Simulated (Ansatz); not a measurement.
# Dielectric response of BeS (110) films, part 4 of 5

Wanted: ε of zincblende BeS (110) by finite fields on slabs, and the band edges against the vacuum where run.

Ansatz 0.2.0; plane-wave DFT, PBE, Ansatz PAW (set soft_1); PAW set soft_1 (the session's first sound run).

So far, gap on the k-mesh (eV): step 2 (relaxation, 10 atoms, units 5) 2.71; step 11 (single point on the relaxed film, 16 atoms, units 8) 2.87; step 12 (single point, 16 atoms, units 8, field 0.1 V/Å) 2.77; step 13 (single point, 16 atoms, units 8, field -0.1 V/Å) 2.77; step 15 (relaxing the film, 24 atoms, units 12) 2.84.

## Step 17: The relaxed film, single point, 24 atoms, units 12

The next thickness, treated alike, so that differences show the interior and the faces cancel.

File input.yaml:

```yaml
crystal:
  lattice:
    - [3.44361002, 0.0, 0.0]
    - [0.0, 4.87, 0.0]
    - [0.0, 0.0, 36.9398551341]
  atoms:
    - { symbol: Be, position: [0.5, 0.5600242858, 0.2537989725] }
    - { symbol: S, position: [0.0, 0.7537360006, 0.2406527822] }
    - { symbol: Be, position: [0.0, -0.0081893137, 0.2881023206] }
    - { symbol: S, position: [0.5, 0.2424480042, 0.289901676] }
    - { symbol: Be, position: [0.5, 0.4938568222, 0.3370043923] }
    - { symbol: S, position: [0.0, 0.7455145218, 0.3362638308] }
    - { symbol: Be, position: [0.0, -0.0066240883, 0.3831147358] }
    - { symbol: S, position: [0.5, 0.2437558205, 0.3833808522] }
    - { symbol: Be, position: [0.5, 0.4938707214, 0.430021479] }
    - { symbol: S, position: [0.0, 0.7439807653, 0.4299104243] }
    - { symbol: Be, position: [0.0, -0.0062816299, 0.4766202884] }
    - { symbol: S, position: [0.5, 0.2439081615, 0.4766835517] }
    - { symbol: Be, position: [0.5, 0.4937183652, 0.5233797119] }
    - { symbol: S, position: [0.0, 0.7439081573, 0.5233164494] }
    - { symbol: Be, position: [0.0, -0.00612929, 0.5699785209] }
    - { symbol: S, position: [0.5, 0.2439807546, 0.5700895763] }
    - { symbol: Be, position: [0.5, 0.4933758976, 0.6168852637] }
    - { symbol: S, position: [0.0, 0.7437558069, 0.616619148] }
    - { symbol: Be, position: [0.0, -0.0061431906, 0.6629956069] }
    - { symbol: S, position: [0.5, 0.2455145088, 0.663736169] }
    - { symbol: Be, position: [0.5, 0.4918106711, 0.7118976789] }
    - { symbol: S, position: [0.0, 0.7424479911, 0.7100983241] }
    - { symbol: Be, position: [0.0, 0.0600242714, 0.7462010274] }
    - { symbol: S, position: [0.5, 0.2537359853, 0.7593472178] }
kpoints:
  mp_grid: { grid: [8, 6, 1] }
hamiltonian:
  xc: pbe
  pseudopotentials: { kind: paw, azcp: { folder: soft_1 } }
scf:
  occupations: { method: fixed }
  convergence: { dr2_threshold: 1.0e-09 }
efield:
  axis: 3
  dipole_correction: true
  ramp_position: 0.97
  ramp_width: 0.06
output:
  eigenvalues: true
  dos: { projected: true, e_range: [-7, 7] }
  write_potential: true
  write_density: true
  volumetric_format: npy
checkpoint:
  write: end12.run
  compress: false
  write_wavefunctions: false
```

On the command line:

```console
$ ansatz run input.yaml --threads 4 --pin off --max-ram 8192MiB --backend cpu --events-out ev --progress --plain --runs-dir out
```

Numbers of over 12 decimals in the logs are rounded to 6 here.

Log:

```text
[...]
Crystal: 24 atoms, lattice volume = 619.495 Å³
Basis set: ecut = 420 eV, 12037 PW (Γ)
Bands: 72, of which v1, the nominal top of the filled ones, is band 48 counted from 1 (47 counted from 0)
Symmetry: 2 space group operations
k-points: 20 of 48 (time reversal used)
[...]
k-point 1: bands = [... 44 lower, -0.2510, -0.2261, -0.1780, -0.1181, 3.5197, 3.8594, 4.3225, 4.7845, ... 20 higher]
  k-point 2: bands = [... 44 lower, -0.6699, -0.6471, -0.3631, -0.3553, 4.0151, 4.3008, 4.6903, 4.9565, ... 20 higher]
  k-point 19: bands = [... 44 lower, -0.9956, -0.9956, -0.5346, -0.5346, 4.3097, 4.3097, 5.6854, 5.6854, ... 20 higher]
[key lines of the parts left out:]
SCF converged after 11 iterations
Free energy (F): -11962.289865 eV
Fermi energy:    0.042668 eV
Dipole field:    D = -0.000000 V/Å  (p = -0.000001 e·Å, saw-weighted, corrected)
Work function:   Φ+ = 6.4559 eV   Φ− = 6.4559 eV
```

Elapsed: 73 s, on 4 threads of Arm Neoverse N1, shared host; peak memory 1.7 GiB; 4.8 min of CPU time.

Running mean over 1.722 Å of the planar mean; the ramp of the sawtooth is left out. The electron's electrostatic potential energy less the highest filled level by z:

| z (Å) | electron's electrostatic potential energy less the highest filled level (eV) |
| --- | --- |
| 4 | 6.46 |
| 5 | 6.46 |
| 6 | 6.44 |
| 7 | 6.22 |
| 8 | 3.11 |
| 9 | -1.85 |
| 10 | -3.43 |
| 11 | -2.94 |
| 12 | -2.72 |
| 13 | -2.77 |
| 14 | -2.80 |
| 15 | -2.79 |
| 16 | -2.80 |
| 17 | -2.79 |
| 18 | -2.80 |
| 19 | -2.80 |
| 20 | -2.79 |
| 21 | -2.80 |
| 22 | -2.79 |
| 23 | -2.79 |
| 24 | -2.77 |
| 25 | -2.71 |
| 26 | -2.98 |
| 27 | -3.39 |
| 28 | -1.69 |
| 29 | 3.44 |
| 30 | 6.26 |
| 31 | 6.45 |
| 32 | 6.46 |
| 33 | 6.46 |

The gap is 2.84 eV, with the valence edge 6.46 eV and the conduction edge 3.62 eV under the upper vacuum level.

## Step 18: Atoms held, 24 atoms, units 12, field 0.1 V/Å

input.yaml, as its differences from that of step 17:

```diff
@@ -37,3 +37,3 @@
   occupations: { method: fixed }
-  convergence: { dr2_threshold: 1.0e-09 }
+  convergence: { dr2_threshold: 1.0e-10 }
 efield:
@@ -41,7 +41,6 @@
   dipole_correction: true
-  ramp_position: 0.97
-  ramp_width: 0.06
+  ramp_position: 0.9691
+  ramp_width: 0.0617
+  amplitude: 0.1
 output:
-  eigenvalues: true
-  dos: { projected: true, e_range: [-7, 7] }
   write_potential: true
@@ -49,5 +48 @@
   volumetric_format: npy
-checkpoint:
-  write: end12.run
-  compress: false
-  write_wavefunctions: false
```

Log:

```text
[...]
Crystal: 24 atoms, lattice volume = 619.495 Å³
Basis set: ecut = 420 eV, 12037 PW (Γ)
Bands: 72, of which v1, the nominal top of the filled ones, is band 48 counted from 1 (47 counted from 0)
Symmetry: 2 space group operations
k-points: 20 of 48 (time reversal used)
[...]
k-point 0: bands = [... 44 lower, -0.1131, -0.0254, 0.0480, 0.1068, 3.2989, 3.6870, 4.1625, 4.6391, ... 20 higher]
  k-point 1: bands = [... 44 lower, -0.2530, -0.2094, -0.1400, -0.0428, 3.4942, 3.8687, 4.3253, 4.7429, ... 20 higher]
  k-point 2: bands = [... 44 lower, -0.6466, -0.6167, -0.4977, -0.2099, 3.9819, 4.3112, 4.6843, 4.9070, ... 20 higher]
  k-point 19: bands = [... 44 lower, -1.0417, -0.8947, -0.6915, -0.3737, 4.1347, 4.4837, 5.6505, 5.6845, ... 20 higher]
[key lines of the parts left out:]
SCF converged after 12 iterations
Free energy (F): -11962.297920 eV
Fermi energy:    0.106756 eV
Dipole field:    D = 0.047062 V/Å  (p = 0.161118 e·Å, saw-weighted, corrected)
```

Wall time 75 s (4 threads); peak memory 1.7 GiB; 4.9 min of CPU time.

The dipole is 0.161 e·Å, and the gap on the mesh 2.629 eV.

## Step 19: Single point, 24 atoms, units 12, field -0.1 V/Å

input.yaml, as its differences from that of step 18:

```diff
@@ -43,3 +43,3 @@
   ramp_width: 0.0617
-  amplitude: 0.1
+  amplitude: -0.1
 output:
```

Log:

```text
[...]
Crystal: 24 atoms, lattice volume = 619.495 Å³
Basis set: ecut = 420 eV, 12037 PW (Γ)
Bands: 72, of which v1, the nominal top of the filled ones, is band 48 counted from 1 (47 counted from 0)
Symmetry: 2 space group operations
k-points: 20 of 48 (time reversal used)
[...]
k-point 0: bands = [... 44 lower, -0.1133, -0.0256, 0.0478, 0.1066, 3.2987, 3.6868, 4.1623, 4.6389, ... 20 higher]
  k-point 1: bands = [... 44 lower, -0.2532, -0.2096, -0.1402, -0.0430, 3.4940, 3.8685, 4.3251, 4.7427, ... 20 higher]
  k-point 2: bands = [... 44 lower, -0.6468, -0.6169, -0.4979, -0.2101, 3.9818, 4.3110, 4.6841, 4.9068, ... 20 higher]
  k-point 19: bands = [... 44 lower, -1.0419, -0.8949, -0.6917, -0.3739, 4.1345, 4.4835, 5.6503, 5.6843, ... 20 higher]
[key lines of the parts left out:]
SCF converged after 12 iterations
Free energy (F): -11962.297920 eV
Fermi energy:    0.106561 eV
Dipole field:    D = -0.047062 V/Å  (p = -0.161119 e·Å, saw-weighted, corrected)
```

Wall time 75 s (4 threads); peak memory 1.7 GiB.

The dipole is -0.161 e·Å, and the gap on the mesh 2.629 eV.

## Step 20: Response with the atoms held, 24 atoms, units 12

This step: plane-wave DFT, PBE, Ansatz PAW (set soft_1); response to a field along the normal, atoms held; PAW set soft_1 (Ansatz 0.2.0).

Local field over the applied field, running mean. From the potentials at -0.1 and 0.1 V/Å; running mean over 1.722 Å, taken twice. Table of local field over applied field by z:

| z (Å) | local field over applied field |
| --- | --- |
| 4 | 1.000 |
| 5 | 0.997 |
| 6 | 0.972 |
| 7 | 0.840 |
| 8 | 0.538 |
| 9 | 0.254 |
| 10 | 0.173 |
| 11 | 0.187 |
| 12 | 0.187 |
| 13 | 0.186 |
| 14 | 0.189 |
| 15 | 0.190 |
| 16 | 0.190 |
| 17 | 0.190 |
| 18 | 0.190 |
| 19 | 0.190 |
| 20 | 0.190 |
| 21 | 0.190 |
| 22 | 0.190 |
| 23 | 0.189 |
| 24 | 0.186 |
| 25 | 0.187 |
| 26 | 0.186 |
| 27 | 0.173 |
| 28 | 0.266 |
| 29 | 0.559 |
| 30 | 0.854 |
| 31 | 0.976 |
| 32 | 0.997 |

The induced dipole is that of a conductor 17.38 Å thick.

## Step 21: Field on, atoms free, 24 atoms, units 12, field 0.05 V/Å

This step: plane-wave DFT, PBE, Ansatz PAW (set soft_1); PAW set soft_1 (Ansatz 0.2.0).

The same pair of relaxations in the field for this thickness.

input.yaml, as its differences from that of step 19:

```diff
@@ -41,5 +41,8 @@
   dipole_correction: true
-  ramp_position: 0.9691
-  ramp_width: 0.0617
-  amplitude: -0.1
+  ramp_position: 0.97
+  ramp_width: 0.06
+  amplitude: 0.05
+relax:
+  f_tol: 0.0006
+  max_steps: 70
 output:
```

Log:

```text
[...]
Crystal: 24 atoms, lattice volume = 619.495 Å³
Basis set: ecut = 420 eV, 12037 PW (Γ), exchange–correlation on 48×72×500 points (8 copies of the dense FFT grid, shifted against one another)
Bands: 72, of which v1, the nominal top of the filled ones, is band 48 counted from 1 (47 counted from 0)
Symmetry: 2 space group operations
k-points: 20 of 48 (time reversal used)
[...]
- { symbol: Be, position: [0.500000, 0.493536, 0.616898] }
    - { symbol: S, position: [0, 0.743910, 0.616602] }
    - { symbol: Be, position: [0, -0.00594556, 0.663020] }
    - { symbol: S, position: [0.500000, 0.245720, 0.663712] }
    - { symbol: Be, position: [0.500000, 0.492060, 0.711920] }
    - { symbol: S, position: [0, 0.742717, 0.710085] }
    - { symbol: Be, position: [0, 0.060266, 0.746235] }
    - { symbol: S, position: [0.500000, 0.254124, 0.759325] }
[key lines of the parts left out:]
SCF converged after 5 iterations
Free energy (F): -11962.291225 eV
Fermi energy:    0.054632 eV
Dipole field:    D = 0.025099 V/Å  (p = 0.085926 e·Å, saw-weighted, corrected)
```

Elapsed: 3 min, on 4 threads; peak memory 1.4 GiB; 12 min of CPU time.

No atom moved by 0.005 Å in the relaxation.

The relaxation took 5 steps and lowered the energy by 1.4e-4 eV; the largest force on the free atoms ends at 1.1e-4 eV/Å.

The dipole is 0.0859 e·Å, and the gap on the mesh 2.773 eV.

## Step 22: Field on, atoms free, 24 atoms, units 12, field -0.05 V/Å

The opposite sign, again from the field-free geometry; the difference of the two cancels what relaxes without a field.

input.yaml, as its differences from that of step 21:

```diff
@@ -43,3 +43,3 @@
   ramp_width: 0.06
-  amplitude: 0.05
+  amplitude: -0.05
 relax:
```

Log:

```text
[...]
Crystal: 24 atoms, lattice volume = 619.495 Å³
Basis set: ecut = 420 eV, 12037 PW (Γ), exchange–correlation on 48×72×500 points (8 copies of the dense FFT grid, shifted against one another)
Bands: 72, of which v1, the nominal top of the filled ones, is band 48 counted from 1 (47 counted from 0)
Symmetry: 2 space group operations
k-points: 20 of 48 (time reversal used)
[...]
- { symbol: Be, position: [0.500000, 0.493201, 0.616869] }
    - { symbol: S, position: [0, 0.743570, 0.616634] }
    - { symbol: Be, position: [0, -0.00642737, 0.662985] }
    - { symbol: S, position: [0.500000, 0.245252, 0.663756] }
    - { symbol: Be, position: [0.500000, 0.491484, 0.711888] }
    - { symbol: S, position: [0, 0.742070, 0.710110] }
    - { symbol: Be, position: [0, 0.059730, 0.746168] }
    - { symbol: S, position: [0.500000, 0.253358, 0.759377] }
[key lines of the parts left out:]
SCF converged after 5 iterations
Free energy (F): -11962.291225 eV
Fermi energy:    0.054632 eV
Dipole field:    D = -0.025098 V/Å  (p = -0.085926 e·Å, saw-weighted, corrected)
```

Wall time 3 min (4 threads); peak memory 1.4 GiB; 12 min of CPU time.

Hardly anything moved in the relaxation; the energy changed by under 0.2 meV an atom.

The relaxation took 5 steps and lowered the energy by 1.4e-4 eV; the largest force on the free atoms ends at 1.1e-4 eV/Å.

The dipole is -0.0859 e·Å, and the gap on the mesh 2.773 eV.

## Step 23: Response with the atoms relaxed, 24 atoms, units 12

This step: plane-wave DFT, PBE, Ansatz PAW (set soft_1); response to a field along the normal, atoms relaxed; PAW set soft_1 (Ansatz 0.2.0).

This step gave:

| Quantity | Value |
| --- | --- |
| equivalent conductor thickness p/(ε₀AE) | 18.54 Å |
| inner field over outer field | 0.1357 |
| local ε in the middle | 7.370 |

Local field over the applied field, running mean. From the potentials at -0.05 and 0.05 V/Å; running mean over 1.722 Å, taken twice. The local field over applied field by z:

| z (Å) | local field over applied field |
| --- | --- |
| 4 | 1.000 |
| 5 | 0.997 |
| 6 | 0.969 |
| 7 | 0.812 |
| 8 | 0.549 |
| 9 | 0.225 |
| 10 | 0.0585 |
| 11 | 0.128 |
| 12 | 0.158 |
| 13 | 0.138 |
| 14 | 0.126 |
| 15 | 0.137 |
| 16 | 0.139 |
| 17 | 0.134 |
| 18 | 0.136 |
| 19 | 0.135 |
| 20 | 0.134 |
| 21 | 0.139 |
| 22 | 0.136 |
| 23 | 0.126 |
| 24 | 0.140 |
| 25 | 0.158 |
| 26 | 0.122 |
| 27 | 0.0586 |
| 28 | 0.245 |
| 29 | 0.568 |
| 30 | 0.824 |
| 31 | 0.973 |
| 32 | 0.997 |

The induced dipole is that of a conductor 18.54 Å thick.

## Step 24: Electronic ε from the series

This step: plane-wave DFT, PBE, Ansatz PAW (set soft_1); permittivity from the thickness series, atoms held; PAW set soft_1 (Ansatz 0.2.0).

Each added layer adds t(1 − 1/ε) to the dipole term, so the slope against thickness gives ε without a choice of where the film ends.

This step gave:

```
slope                : 0.8096
intercept of the fit : 1.873 Å
ε of the interior    : 5.251
```

Equivalent conductor thickness against distance between the outer atoms:

| distance between the outer atoms (Å) | equivalent conductor thickness (Å) |
| --- | --- |
| 7.08 | 7.61 |
| 12.26 | 11.8 |
| 19.16 | 17.4 |

By hand, from the thinnest and the thickest film: slope = (17.385 − 7.606) / (19.160 − 7.082) = 0.810, so ε = 1/(1 − 0.810) = 5.25.

## Step 25: Static ε from the series

This step: plane-wave DFT, PBE, Ansatz PAW (set soft_1); permittivity from the thickness series, atoms relaxed; PAW set soft_1 (Ansatz 0.2.0).

The same fit for the relaxed films. The nearer its slope lies to 1, the more ε hangs on small errors.

This step gave:

| Item | Value |
| --- | --- |
| slope | 0.8630 |
| intercept of the fit | 2.007 Å |
| ε of the interior | 7.300 |

Table of equivalent conductor thickness by distance between the outer atoms:

| distance between the outer atoms (Å) | equivalent conductor thickness (Å) |
| --- | --- |
| 7.08 | 8.12 |
| 19.16 | 18.5 |

By hand, from the thinnest and the thickest film: slope = (18.543 − 8.119) / (19.161 − 7.083) = 0.863, so ε = 1/(1 − 0.863) = 7.30. One nm of such a film has the capacitance of 3.9/7.30 = 0.53 nm of SiO₂ (its equivalent oxide thickness).

## Step 26: The bulk crystal

This step: plane-wave DFT, PBE, Ansatz PAW (set soft_1); PAW set soft_1 (Ansatz 0.2.0).

System of this step: zincblende BeS. The structure is cubic, space group F-43m (No. 216). Conventional cell: a = 4.870 Å, b = 4.870 Å, c = 4.870 Å, α = 90.00°, β = 90.00°, γ = 90.00°. Nearest to Be lie 4 S at 2.11 Å. Nearest to S lie 4 Be at 2.11 Å. Farther neighbours and most contacts between anions are not listed.

Band edges are better read in the bulk than in a thin slab, where confinement and surface states shift them. The bulk run gives them against its mean potential.

File input.yaml:

```yaml
crystal:
  lattice:
    - [0.0, 2.435, 2.435]
    - [2.435, 0.0, 2.435]
    - [2.435, 2.435, 0.0]
  atoms:
    - { symbol: Be, position: [0.0, 0.0, 0.0] }
    - { symbol: S, position: [0.25, 0.25, 0.25] }
kpoints:
  mp_grid: { grid: [10, 10, 10] }
  band_path: { path: [VBM, CBM], npoints: 1 }
hamiltonian:
  xc: pbe
  pseudopotentials: { kind: paw, azcp: { folder: soft_1 } }
scf:
  occupations: { method: fixed }
  convergence: { dr2_threshold: 1.0e-09 }
output:
  eigenvalues: true
checkpoint:
  write: bulk.run
  compress: false
  write_wavefunctions: false
```

Log:

```text
[...]
Crystal: 2 atoms, lattice volume = 28.875 Å³
Basis set: ecut = 420 eV, 537 PW (Γ)
Bands: 8, of which v1, the nominal top of the filled ones, is band 4 counted from 1 (3 counted from 0)
Symmetry: 24 space group operations
[...]
k-points: 47 of 1000 (time reversal used)
[...]
SCF iter   1: F=—  HF=-997.099100 eV  |F-HF|=—  |Δ(HF+E_count)|=         —  Δρ=4.31e-2  dr2=5.14e-1  ethr=3.10e-3  ⟨swp⟩=4.7  Hψ=2751  notcnv=0  defer=59
[...]
SCF iter   8: F=-996.965780 eV  HF=-996.965780 eV  |F-HF|=2.58e-11  |Δ(HF+E_count)|=  5.85e-10  Δρ=3.17e-7  dr2=3.82e-11  ethr=1.25e-11  ⟨swp⟩=3.8  Hψ=1700  notcnv=0
SCF 1 converged in 8 iterations: F = -996.965780 eV  dr2 = 3.82e-11
[...]
SCF converged after 8 iterations
Free energy (F): -996.965780 eV
[...]
Internal energy: -996.965780 eV  (E = F + TS)
E sigma→0 (E₀):  -996.965780 eV
Fermi energy:    5.197485 eV
[...]
--- Band table (eV; the first three rows and the last of 47) ---
[...]
```

Run time: 1.6 s. Hardware: 4 threads; peak memory 0.26 GiB; 4.9 s of CPU time.

Numbers from this step:

```yaml
gap_on_the_k_mesh: 3.138 eV
gap_along_the_path: 3.138 eV
smallest_direct_gap_along_the_path: 5.659 eV
gap_the_smaller_of_path_and_mesh: 3.138 eV
```

The gap is 3.14 eV.

## Step 27: Band edges against the vacuum, levels PBE

This step: plane-wave DFT, PBE, Ansatz PAW (set soft_1); band edges against the vacuum, bulk levels by PBE; PAW set soft_1 (Ansatz 0.2.0).

System of this step: BeS (110), 12 units. The cell holds 24 atoms: 12 Be and 12 S. Cell: a = 3.444 Å, b = 4.870 Å, c = 36.940 Å, α = 90.0°, β = 90.0°, γ = 90.0°. It derives from BeS (zincblende BeS). Vacuum lies along c.

The averaged potential in the middle of the thickest slab ties the bulk's levels to the vacuum level.

File align.yaml:

```yaml
surface:
  bulk: { run: bulk.run }
  slab: { run: end12.run, axis: 3 }
  face: plus
  period: 1.72181
```

On the command line:

```console
$ ansatz align-bands align.yaml -- --threads 4 --pin off
```

Log:

```text
plus face
ionisation energy 6.430 eV
electron affinity 3.292 eV
  bulk: levels by pbe on the potential of pbe; from 17.61 to 19.33 Å its average varies by 0.0097 eV and climbs by +0.0000; the bulk's density to 0.18 %
  vacuum: slopes by 0.0000 eV/Å; line-up 9.2535 eV
  the slab's own level stands -0.026 eV from the bulk's
  of the slab's run: its band edges are its mesh's, and a band can turn off it. A run with kpoints.band_path: { path: [VBM, CBM], npoints: 1 } finds the zone's
```

It took 0.08 s on 4 threads.

Numbers from this step:

| Item | Value |
| --- | --- |
| ionisation energy | 6.430 eV |
| electron affinity | 3.292 eV |
| slab level shift | -0.02566 eV |

Check by hand: ionisation energy less affinity, 6.43 − (3.29) = 3.14 eV, is the bulk gap at this level.

The program warns that the averaged potential varies by 0.01 eV in the slab's middle, which these edges carry as an error.

(Continued in part 5 of 5.)

[Logs are printed without paths, hosts, clocks, repeated set-up lines and the standing remarks that a program may print on its own settings, such as how far it seeks lower states.]

[Hosts, paths, dates, database ids (printed as entryN), source tags and the programs' standing remarks are cut or masked in the printed files.]

[Maps of the electrostatic potential energy from Ansatz leave out the sawtooth potential of an applied field or a dipole correction, so their vacuum need not be flat; planar profiles and work functions include it.]
